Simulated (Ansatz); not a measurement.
# CuO (Cccm) in Ansatz: further runs

One crystal, CuO, is run at these levels: PBEsol; tasks: band structure.

Program: Ansatz 0.2.0. These are calculated values, not measurements. Logs are shortened: lines on timing, memory, paths and dates and some standing lists are left out, and cuts for length are marked.

## Step 1: The crystal as given

Symmetry: Cccm, No. 66, orthorhombic system. The conventional cell has a = 3.982 Å, b = 4.307 Å, c = 5.156 Å, α = 90.00°, β = 90.00°, γ = 90.00°. Cu (site symmetry 2/m) is surrounded by 4 O at 1.95 Å. Around O (site symmetry 222) lie 4 Cu at 1.95 Å.

Measurements of this composition are mostly on another form, of space group No. 15.

## Step 2: Band structure, PBEsol, 10.19 Å³/atom

File input.yaml:

```yaml
crystal:
  lattice:
    - [1.91132928, -2.067408, 0.0]
    - [1.91132928, 2.067408, 0.0]
    - [0.0, 0.0, 5.155928]
  atoms:
    - { symbol: Cu, position: [0.5, 0.0, 0.0] }
    - { symbol: Cu, position: [0.0, 0.5, 0.5] }
    - { symbol: O, position: [0.5, 0.5, 0.25] }
    - { symbol: O, position: [0.5, 0.5, 0.75] }
hamiltonian:
  xc: pbesol
  pseudopotentials: { kind: paw }
kpoints:
  mp_grid: { grid: [8, 8, 5] }
  band_path:
    path:
      - [[0.0, 0.0, 0.0], [0.463677429, 0.463677429, 0.0], [0.0, 0.5, 0.0], [0.0, 0.5, 0.5], [0.463677429, 0.463677429, 0.5], [0.0, 0.0, 0.5], [0.0, 0.0, 0.0], [-0.5, 0.5, 0.0], [-0.463677429, 0.536322571, 0.0], [-0.463677429, 0.536322571, 0.5], [-0.5, 0.5, 0.5], [-0.5, 0.5, 0.0]]
      - [[0.0, 0.0, 0.5], [-0.5, 0.5, 0.5]]
    npoints: 14
scf:
  occupations: { method: fermi_dirac, width: 0.05 }
  n_extra_bands: 10
output:
  forces: true
  stress: true
  eigenvalues: true
  fatbands: true
```

Potentials or basis: Ansatz PAW.

Started as:

```console
> ansatz run input.yaml --threads 2 --pin off --max-ram 5632MiB --backend cpu --events-out ev --progress --plain --runs-dir out
```

Log:

```text
Warning: RAYON_NUM_THREADS=2 ignored (pool sized by the plan → 2); use --threads N
scf.n_extra_bands = 10 over 25 filled bands (N_el = 50.0): the run solves 35 bands
Engine: ansatz 0.2.0, x86_64-unknown-linux-gnu
Pseudopotentials: kind: paw
Pseudopotential: Cu, paw, valence charge 19, recommended cutoff 420 eV (normal), Cu.paw.azcp
Pseudopotential: O, paw, valence charge 6, recommended cutoff 420 eV (normal), O.paw.azcp
Functional definition: PBEsol
  exchange = pbesol_x
  correlation = pbesol_c
Crystal: 4 atoms, lattice volume = 40.747 Å³
Basis set: ecut = 420 eV, 801 PW (Γ), exchange–correlation on 40×40×72 points (8 copies of the dense FFT grid, shifted against one another)
Bands: 35, of which v1, the nominal top of the filled ones, is band 25 counted from 1 (24 counted from 0)
Symmetry: 8 space group operations
Space group: Cccm (ITA 66), of the structure as read, at distance tolerance 3.4e-5 Å
k-points: 63 of 320
Non-local potential: Cu, projectors of the file, l = 0: 3, l = 1: 2, l = 2: 3, l = 3: 1
Non-local potential: O, projectors of the file, l = 0: 2, l = 1: 2, l = 2: 1
PAW form: soft (Blöchl's): semilocal exchange-correlation on the pseudo side does not see the compensation charge
PAW frozen core: Cu, regenerated for the run's functional, and the local potential with it (the file was generated under x = pbe(κ = 0.804, μ = 0.2195149727645171), c = pbe(β = 0.06672455060314922))
PAW frozen core: O, regenerated for the run's functional, and the local potential with it (the file was generated under x = pbe(κ = 0.804, μ = 0.2195149727645171), c = pbe(β = 0.06672455060314922))
PAW one-centre angular grid: Cu, 590 points (default); XC on 64 Gauss nodes
PAW one-centre angular grid: O, 110 points (default); XC on 64 Gauss nodes
Initial density: superposition of atomic densities (neutral atoms: chi_scale 0, normalization atom), corrected by the library's trained network
Initial wavefunctions: pseudopotential atomic-orbital guess
Functional: x = pbesol(κ = 0.804, μ = 0.12345679012345678), c = pbesol(β = 0.046)
SCF iter   1: F=—  HF=-14296.542902 eV  |F-HF|=—  |Δ(HF+E_count)|=         —  Δρ=1.88e-2  dr2=9.62e-2  ethr=1.77e-3  ⟨swp⟩=5.4  Hψ=8317  notcnv=0  defer=24
preconditioner: auto → LDOS  [metal: Δε(μ)=0.012 eV  Ē_g=15.882 eV  σ=0.050 eV  W_gap=0.06  n_scr=16 (ndim 8)  ℏωp=33.9 eV  f_vac=0.022  D(μ)=2.14/eV (n_scr^D=18)  β→1.0]
SCF iter   2: F=—  HF=-14296.573202 eV  |F-HF|=—  |Δ(HF+E_count)|=   3.03e-2  Δρ=2.84e-2  dr2=1.72e-1  ethr=1.92e-4  ⟨swp⟩=2.2  Hψ=4740  notcnv=0  defer=188  recentre
SCF iter   3: F=—  HF=-14296.513674 eV  |F-HF|=—  |Δ(HF+E_count)|=   5.95e-2  Δρ=3.82e-3  dr2=4.87e-3  ethr=1.92e-4  ⟨swp⟩=2.3  Hψ=3917  notcnv=0  defer=188
SCF iter   4: F=—  HF=-14296.512563 eV  |F-HF|=—  |Δ(HF+E_count)|=   1.11e-3  Δρ=1.94e-3  dr2=1.02e-3  ethr=9.75e-6  ⟨swp⟩=2.3  Hψ=3431  notcnv=0  defer=188
SCF iter   5: F=—  HF=-14296.512389 eV  |F-HF|=—  |Δ(HF+E_count)|=   1.75e-4  Δρ=4.61e-4  dr2=5.41e-5  ethr=2.05e-6  ⟨swp⟩=2.0  Hψ=2478  notcnv=0  defer=188
SCF iter   6: F=—  HF=-14296.512312 eV  |F-HF|=—  |Δ(HF+E_count)|=   7.71e-5  Δρ=2.46e-5  dr2=1.50e-7  ethr=1.08e-7  ⟨swp⟩=2.0  Hψ=2564  notcnv=0  defer=188
SCF iter   7: F=-14296.512312 eV  HF=-14296.512312 eV  |F-HF|=5.64e-11  |Δ(HF+E_count)|=   1.25e-7  Δρ=2.32e-6  dr2=9.85e-10  ethr=2.00e-10  ⟨swp⟩=8.0  Hψ=9818  notcnv=0
SCF 1 converged in 7 iterations: F = -14296.512312 eV  dr2 = 9.85e-10
NSCF: frozen V_eff on 170 k-points
SCF converged after 7 iterations
Free energy (F): -14296.512312 eV
Harris-Foulkes:  -14296.512312 eV  (|F-HF|=5.64e-11)
Internal energy: -14296.493519 eV  (E = F + TS)
E sigma→0 (E₀):  -14296.502915 eV
Entropy (-TS):   -0.018793 eV (-4.698 meV/atom)
Fermi energy:    12.261167 eV
--- Per-component energies (eV) ---
  E_band       = -869.715610
  E_kinetic    = 944.225132
  E_local      = -9819.215954  (includes V_loc(G=0)·N_el)
  E_nonlocal   = 879.523132
  E_hartree    = 4250.161140
  E_xc         = -321.881074
  E_vxc        = -415.363191  (∫ρ·V_xc dr)
  E_paw        = -3551.717700  (= ΣΔE_a)
  E_vpaw       = -959.214183  (= ΣTr[D̂ρ^β])
  E_aug_tail   = 0.005169  (compensation charges beyond the density's cutoff)
  E_ewald      = -6678.076344
  E_core_change = 0.482980  (= ΣΔE_core)
  E_smearing   = -0.018793  (= −TS)
  E_closure    = 0.000000  (closes the sum)
  Σ components = -14296.512312   (vs F -14296.512312, Δ=0.00e0)
--- Forces (eV/Å), atoms counted from 1 ---
  atom   1  Cu     0.00000000     0.00000000     0.00000000
  atom   2  Cu    -0.00000000    -0.00000000     0.00000000
  atom   3  O      0.00000000     0.00000000    -0.00000000
  atom   4  O      0.00000000     0.00000000     0.00000000
  max |Σ_I F_I| component: 1.26e-29 eV/Å
--- Stress (GPa, compression-positive) ---
        7.396048       0.000000       0.000000
        0.000000       7.154296       0.000000
        0.000000       0.000000       4.050147
  P = ⅓ Tr σ = 6.2002 GPa (62.002 kbar)
--- Band table (eV; the first three rows and the last of 63) ---
  k-point 0: bands = ["-100.3787", "-100.3782", "-58.0282", "-58.0279", "-57.9880", "-57.9800", "-57.6901", "-57.6897", "-8.1562", "-6.7419", "3.2852", "6.3208", "6.4810", "8.0974", "8.5416", "8.6197", "8.6533", "8.8511", "9.1312", "9.6273", "9.6844", "9.7148", "9.7767", "10.0647", "12.8529", "13.0548", "13.8259", "18.4261", "19.7126", "26.2671", "27.3543", "27.4565", "27.5650", "27.7786", "28.5154"]
  k-point 1: bands = ["-100.3787", "-100.3783", "-58.0282", "-58.0279", "-57.9872", "-57.9808", "-57.6901", "-57.6897", "-8.0440", "-6.9076", "3.6917", "6.3559", "6.4895", "7.7682", "8.2522", "8.3918", "8.4027", "8.5365", "9.4677", "9.7226", "9.7671", "9.9771", "9.9782", "10.0559", "12.6827", "12.8657", "14.3352", "17.5846", "20.8643", "26.3633", "26.6454", "27.6255", "27.6408", "27.7224", "28.5130"]
  k-point 2: bands = ["-100.3785", "-100.3784", "-58.0281", "-58.0280", "-57.9852", "-57.9828", "-57.6900", "-57.6898", "-7.7323", "-7.3029", "4.7831", "6.2722", "6.4344", "6.4883", "8.1333", "8.1358", "8.3640", "8.4899", "9.6206", "9.7313", "9.7420", "9.8064", "10.5170", "10.5740", "12.3664", "12.4604", "15.3784", "16.4820", "22.7705", "24.8490", "26.6640", "27.1732", "28.0230", "28.1702", "28.5596"]
  k-point 62: bands = ["-100.3763", "-100.3762", "-58.0478", "-58.0467", "-57.9805", "-57.9800", "-57.7054", "-57.7048", "-6.5686", "-6.4544", "5.3756", "5.7374", "6.0407", "6.1304", "6.2087", "6.3924", "8.9206", "9.2023", "9.7985", "9.8048", "10.0081", "10.0372", "10.8528", "10.8705", "11.4105", "12.2817", "15.4943", "16.8297", "22.5037", "23.2286", "24.1266", "24.8540", "26.8551", "26.8575", "28.6848"]
```

It took 19 s on 2 threads of Intel Xeon at 2.50GHz (Skylake/Cascade Lake), shared host; peak memory 0.39 GiB.

What came out:

```
Free energy            : -14296.5123 eV
Pressure               : 6.2 GPa
Band gap on the k mesh : none (metal or under the smearing width)
```

Caveat: the pressure holds a Pulay correction of +0.7 GPa for the finite cutoff; the run has no spin polarisation, though such a crystal can be magnetic; semilocal functionals often make such compounds metallic where correlation or magnetic order opens a gap, which also shifts bond lengths; the PAW data sets come from PBE, with cores solved anew for the run's functional, which leaves a small shift of forces and pressure.

## Step 3: Band structure, PBEsol, 10.62 Å³/atom

input.yaml, as its differences from that of step 2:

```diff
@@ -2,4 +2,4 @@
   lattice:
-    - [1.91132928, -2.067408, 0.0]
-    - [1.91132928, 2.067408, 0.0]
+    - [1.95114864, -2.110479, 0.0]
+    - [1.95114864, 2.110479, 0.0]
     - [0.0, 0.0, 5.155928]
@@ -27,2 +27,2 @@
   eigenvalues: true
-  fatbands: true
+  fatbands: false
```

Potentials or basis: Ansatz PAW.

Started as:

```console
> ansatz run input.yaml --threads 2 --pin off --max-ram 5632MiB --backend cpu --events-out ev --progress --plain --runs-dir out
```

Run time: 20 s. Hardware: 2 threads of Intel Xeon at 2.50GHz (Skylake/Cascade Lake), shared host; peak memory 0.39 GiB.

The run converged. Its results:

| Quantity | Value |
| --- | --- |
| Free energy | -14296.5528 eV |
| Pressure | -0.5 GPa |
| Band gap on the k mesh | none (metal or under the smearing width) |

Caveat: the pressure holds a Pulay correction of +0.7 GPa for the finite cutoff; the run has no spin polarisation, though such a crystal can be magnetic; semilocal functionals often make such compounds metallic where correlation or magnetic order opens a gap, which also shifts bond lengths; the PAW data sets come from PBE, with cores solved anew for the run's functional, which leaves a small shift of forces and pressure.
